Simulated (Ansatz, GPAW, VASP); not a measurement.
**CdS: programs and potentials compared**

```xyz
4
Lattice="4.1500 0.0000 0.0000 -2.0750 3.5940 0.0000 0.0000 0.0000 6.7370" Properties=species:S:1:pos:R:3 pbc="T T T"
Cd    2.0750    1.1980    3.3685
Cd    0.0000    2.3960    0.0000
S     2.0750    1.1980    5.8949
S     0.0000    2.3960    2.5264
```

Alike in all runs: task single point; functional PBE; k mesh 7 × 7 × 4; occupations gaussian, width 0.025 eV; no spin polarisation; no spin-orbit coupling. Pressure is positive in compression and, in plane waves, holds the error of the finite cutoff, which Ansatz's Pulay term estimates and takes out.

```tsv
program and potentials	plane-wave cutoff (eV)	notes	pressure (GPa)	largest force (eV/Å)
Ansatz, Ansatz PAW	420	13 valence electrons an atom on average; Pulay term of +0.04 GPa included	2.07	0.068
VASP, PBE PAW files Cd, S, 520 eV	520	9 valence electrons an atom on average	2.41	0.069
GPAW, GPAW PAW data sets (gpaw-data 1.2.1)	600	9 valence electrons an atom on average	1.82	0.067
```

Force on atom 1 (Cd), eV/Å:

```
                    program and potentials      x      y       z
                        Ansatz, Ansatz PAW  0.000  0.000  -0.068
         VASP, PBE PAW files Cd, S, 520 eV  0.000  0.000  -0.069
GPAW, GPAW PAW data sets (gpaw-data 1.2.1)  0.000  0.000  -0.067
```

The pressure spans 1.82 (GPAW, GPAW PAW data sets (gpaw-data 1.2.1)) to 2.41 GPa (VASP, PBE PAW files Cd, S, 520 eV).

The functional is the same throughout but for its coding, so the spread measures potentials, basis and numerics; runs on potential files found faulty are left out.
